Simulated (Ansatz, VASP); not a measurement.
# SnTe: VASP beside Ansatz

```
Sn Te
1.0
     0.00000    3.06092    3.06092
     3.06092    0.00000    3.06092
     3.06092    3.06092    0.00000
Sn Te
1 1
Direct
  0.00000 0.00000 0.00000
  0.50000 0.50000 0.50000
```

Alike in both runs: task single point; functional PBE; k mesh 10 × 10 × 10; occupations gaussian, width 0.05 eV; no spin polarisation.

|  | VASP | Ansatz |
| --- | --- | --- |
| version | VASP 6.6.1 | Ansatz 0.2.0 |
| potentials or method | VASP PAW PBE potentials, release 64 (Sn_d, Te) | scalar-relativistic, plane waves, PAW |
| plane-wave cutoff (eV) | 520 | 420 |
| valence electrons in the cell | 20 | 30 |

```tsv
	VASP	Ansatz	Ansatz less VASP
gap on the k mesh at the Fermi level (eV)	0.27	0.27	+0.003
least direct gap on the mesh (eV)	0.27	0.27	+0.003
pressure (GPa)	7.6	7.6	+0.01
```

The functional is the same, so the differences come from potentials, cutoffs and numerics. The two sets of potentials don't hold the same shells in valence.

Caveats: spin-orbit coupling is left out, which moves the levels of the heavy elements.
